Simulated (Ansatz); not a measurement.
# WS₂: smallest direct gap on path against volume per atom

All results are calculated (Ansatz 0.2.0). Periodic Kohn-Sham DFT of a crystal at fixed atoms; Kohn-Sham levels at symmetry points; band -1 is the highest filled and +1 the lowest empty one at that point, spin up along a +z start moment.

Cell of the first row (space group R3m, No. 160):
```
WS2
1.0
      1.5468     0.8930     6.0375
     -1.5468     0.8930     6.0375
      0.0000    -1.7861     6.0375
W S
1 2
Direct
  0.00000 0.00000 0.00000
  0.75030 0.75030 0.75030
  0.58100 0.58100 0.58100
```

Settings of every row: method all-electron LAPW; functional LDA; relativity scalar; k mesh 13x13x13; filling fermi-dirac; smearing width 0.08 eV; basis error target 0.5 meV/atom; nucleus gaussian.

Atom start moment: 0 on all atoms.

Limits: a layered crystal: even scaling strains the bonds within the layers, so this curve is stiffer than the crystal under pressure; no spin-orbit coupling on heavy atoms; semilocal functionals tend to give too small a gap.

| row | volume per atom (Å³) | smallest direct gap on path (eV) | band gap (eV) |
| --- | --- | --- | --- |
| 1 | 16.679 | 2.031 | 0.937 |
| 2 | 17.034 | 1.979 | 0.957 |
| 3 | 17.389 | ? | ? |
| 4 | 17.566 | 1.903 | 0.981 |
| 5 | 17.744 | 1.876 | 0.94 |
| 6 | 17.921 | 1.854 | 0.994 |
| 7 | 18.099 | 1.831 | 1 |
| 8 | 18.454 | 1.785 | 1.011 |
| 9 | 18.809 | 1.74 | 1.021 |

Question: what smallest direct gap on path should row 3 give?

Worked fit of smallest direct gap on path. Take t = volume per atom − 18, in Å³. The shown rows have t = -1.321, -0.966, -0.434, -0.256, -0.079, 0.099, 0.454, 0.809. Least squares give smallest direct gap on path = 1.8434 − 0.133 × t + 0.00698 × t² eV; a straight line predicts inner rows, each left out in turn, worse (root mean square 0.003 against 0.0012 eV). The rows lie off it by 0.000, 0.001, 0.001, -0.002, 0.000, 0.001, 0.001, 0.000. The withheld row has t = -0.611, so the fit gives 1.8434 − 0.133 × (-0.611) + 0.00698 × (-0.611)² = 1.927 eV.

The calculation gave 1.928 eV. The fit lies 0.001 eV (0.34 % of the column's range) below it, one unit of the last digit.

The other values of row 3: band gap 0.973 eV.
